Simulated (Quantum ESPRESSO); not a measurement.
# TiB2 in Quantum ESPRESSO: the effect of Hubbard term

Crystal: TiB2.

```
Ti B
1.0
     3.02920    0.00000    0.00000
    -1.51460    2.62336    0.00000
     0.00000    0.00000    3.22840
Ti B
1 2
Direct
  0.00000 0.00000 0.00000
  0.66667 0.33333 0.50000
  0.33333 0.66667 0.50000
```

Alike in all runs:

* Program: Quantum ESPRESSO 7.5
* Task: Hubbard U by linear response
* Functional: LDA
* Potentials or basis: PseudoDojo 0.4.1 SR LDA standard
* Cutoff: 1143 eV
* Density cutoff: 4572 eV
* k mesh: 8 × 8 × 6
* Occupations: cold, width 0.2 eV
* Spin: no spin polarisation
* Start of the occupations: default
* Hubbard projectors: atomic
* Form of the LDA correlation: PW92
* Mixing beta: 0.3
* Most SCF iterations: 120
* SCF threshold: 6e-10 Ry
* q mesh: 2 × 2 × 2

| Hubbard term | pressure (GPa) |
| --- | --- |
| Ti d U = 0.0001 eV | -11.2 |
| Ti d U = 2.0 eV | ? |
| Ti d U = 4.0 eV | -9.3 |
| Ti d U = 6.0 eV | -8.1 |
| Ti d U = 8.0 eV | -5.8 |

Task: What does the run with Hubbard term Ti d U = 2.0 eV give?

Result: Pressure -10.3 GPa.

Worked out: A parabola through the other rows of the pressure, of slope 0.43 GPa per eV there, gives -10.5 GPa, against the run's -10.3.

Caveats: U without spin polarisation on a metal has little footing; the U is typed as a test and isn't derived for this compound.
